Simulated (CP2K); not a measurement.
Wanted: the native input for a CP2K 2026.2 run.

```yaml
Task: single point
Functional: PBE
Potentials_or_basis: POTENTIAL_UZH Ca GTH-PBE-q10; TZVP-MOLOPT-PBE-GTH basis
Density_cutoff: 6123 eV
k_mesh: 8 × 8 × 8
Occupations: fermi-dirac, width 0.05 eV
Spin: no spin polarisation
SCF_solver: diagonalisation with k points
Quickstep_method: GPW
EPS_DEFAULT: 1.0E-10
EPS_SCF: 1.0E-6
MAX_SCF: 100
SCF_GUESS: ATOMIC
k_points_reduced_by_the_point_group: yes
Mesh_centred_on_Gamma: yes
CHOLESKY: OFF
EPS_EIGVAL: 1.0E-7
MIXING_METHOD: BROYDEN_MIXING
MIXING_ALPHA: 0.4
NBUFFER: 8
NGRIDS: 5
Basis_sets: Ca TZVP-MOLOPT-PBE-GTH-q10
Potentials: Ca GTH-PBE-q10 of POTENTIAL_UZH
ADDED_MOS: "[8]"
REL_CUTOFF_Ry: 60 Ry
MIXING_BETA_1/bohr: 1.5 1/bohr
CUTOFF_of_the_grids: 450 Ry
```

The system is Ca.

```
Ca
1.0
     3.95160    0.00000    0.00000
     1.97580    3.42218    0.00000
     1.97580    1.14073    3.22646
Ca
1
Direct
  0.00000 0.00000 0.00000
```

These files were run (other wordings do the same):

ca_scf.inp

```
&GLOBAL
  PROJECT ca_scf
  RUN_TYPE ENERGY_FORCE
  PRINT_LEVEL LOW
&END GLOBAL
&FORCE_EVAL
  METHOD QS
  STRESS_TENSOR ANALYTICAL
  &DFT
    BASIS_SET_FILE_NAME BASIS_MOLOPT_UZH
    POTENTIAL_FILE_NAME POTENTIAL_UZH
    &MGRID
      CUTOFF 450
      REL_CUTOFF 60
      NGRIDS 5
    &END MGRID
    &QS
      METHOD GPW
      EPS_DEFAULT 1.0E-10
    &END QS
    &KPOINTS
      SCHEME MONKHORST-PACK 8 8 8
      GAMMA_CENTERED T
      SYMMETRY T
      SYMMETRY_BACKEND SPGLIB
    &END KPOINTS
    &SCF
      SCF_GUESS ATOMIC
      EPS_SCF 1.0E-6
      MAX_SCF 100
      ADDED_MOS 8
      CHOLESKY OFF
      EPS_EIGVAL 1.0E-7
      &DIAGONALIZATION ON
        ALGORITHM STANDARD
      &END DIAGONALIZATION
      &MIXING ON
        METHOD BROYDEN_MIXING
        ALPHA 0.4
        BETA 1.5
        NBUFFER 8
      &END MIXING
      &SMEAR ON
        METHOD FERMI_DIRAC
        ELECTRONIC_TEMPERATURE [K] 580.226
      &END SMEAR
    &END SCF
    &XC
      &XC_FUNCTIONAL PBE
      &END XC_FUNCTIONAL
    &END XC
    &PRINT
      &KPOINTS ON
      &END KPOINTS
      &MULLIKEN ON
      &END MULLIKEN
      &MO ON
        ENERGIES T
        OCCUPATION_NUMBERS T
        &EACH
          QS_SCF 0
        &END EACH
        ADD_LAST NUMERIC
      &END MO
      &LOWDIN ON
      &END LOWDIN
      &HIRSHFELD ON
        SHAPE_FUNCTION DENSITY
      &END HIRSHFELD
    &END PRINT
  &END DFT
  &SUBSYS
    &CELL
      ABC 3.9515955360 3.9515955360 3.9515955360
      ALPHA_BETA_GAMMA 59.9999999997 59.9999999996 59.9999999996
      PERIODIC XYZ
    &END CELL
    &COORD
      SCALED
      Ca  0.0000000000 0.0000000000 0.0000000000
    &END COORD
    &KIND Ca
      BASIS_SET TZVP-MOLOPT-PBE-GTH-q10
      POTENTIAL GTH-PBE-q10
    &END KIND
    &PRINT
      &ATOMIC_COORDINATES ON
      &END ATOMIC_COORDINATES
      &CELL ON
      &END CELL
    &END PRINT
  &END SUBSYS
  &PRINT
    &FORCES ON
    &END FORCES
    &STRESS_TENSOR ON
    &END STRESS_TENSOR
  &END PRINT
&END FORCE_EVAL
```

Potentials or basis: POTENTIAL_UZH Ca GTH-PBE-q10; TZVP-MOLOPT-PBE-GTH basis.

Command:

```bash
$ OMP_NUM_THREADS=1 cp2k.psmp -i ca_scf.inp -o ca_scf.out
```

It gave:

* Pressure: -0.5 GPa
* Band gap on the k mesh: none (metal or under the smearing width)

Caveat: the basis of atomic orbitals isn't converged, which shifts pressures, moduli and gaps.

Run time: 12 s on 1 thread of Intel(R) Xeon(R) Platinum 8488C (Sapphire Rapids), on a shared host, peak memory 0.3 GiB.
